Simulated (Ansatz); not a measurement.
# Mg: the cost of one run

Program: Ansatz 0.2.0. Level of theory: DFT PBE, scalar-relativistic. These are calculated values, not measurements.

## (1) The system as given

The structure is cubic, space group Fm-3m (No. 225). Conventional cell: a = 4.489 Å, b = 4.489 Å, c = 4.489 Å, α = 90.00°, β = 90.00°, γ = 90.00°. Mg (site symmetry m-3m) has 12 Mg at 3.17 Å as nearest neighbours.

Coordinates:

```xyz
1
Lattice="0.0000 2.2443 2.2443 2.2443 0.0000 2.2443 2.2443 2.2443 0.0000" Properties=species:S:1:pos:R:3 pbc="T T T"
Mg    0.0000    0.0000    0.0000
```

## (2) After the deformation

Space group Fm-3m before, I4/mmm after.

## (3) All-electron LAPW

input.yaml reads:

```yaml
crystal:
  lattice:
    - [0.0, 2.26669856, 2.244256]
    - [2.26669856, 0.0, 2.244256]
    - [2.26669856, 2.26669856, 0.0]
  atoms:
    - { symbol: Mg, position: [0.0, 0.0, 0.0] }
kpoints:
  mp_grid: { grid: [16, 16, 16] }
  band_path:
    path:
      - [0.0, 0.0, 0.0]
      - [0.0, 0.5, 0.5]
      - [0.25, 0.75, 0.5]
      - [0.0, 0.5, 0.0]
      - [0.0, 0.0, 0.0]
      - [0.5, 0.5, 0.0]
      - [0.3775125, 0.6224875, 0.0]
      - [-0.3775125, 0.3775125, 0.0]
      - [0.0, 0.0, 0.0]
    npoints: 5
scf:
  occupations: { method: fermi_dirac, width: 0.03 }
hamiltonian:
  xc: pbe
  pseudopotentials: { kind: all_electron, lapw: { basis_error: 0.001 } }
output:
  forces: true
  stress: true
  eigenvalues: true
```

Launch:

```sh
ansatz run input.yaml --threads 1 --pin off --max-ram 3072MiB --backend cpu --events-out ev --progress --plain --runs-dir out
```

What time and memory should one allow on 1 thread of Intel Xeon Platinum 8375C at 2.90GHz (Ice Lake), shared host?

About 7.8 s, with a peak of 0.3 GiB.
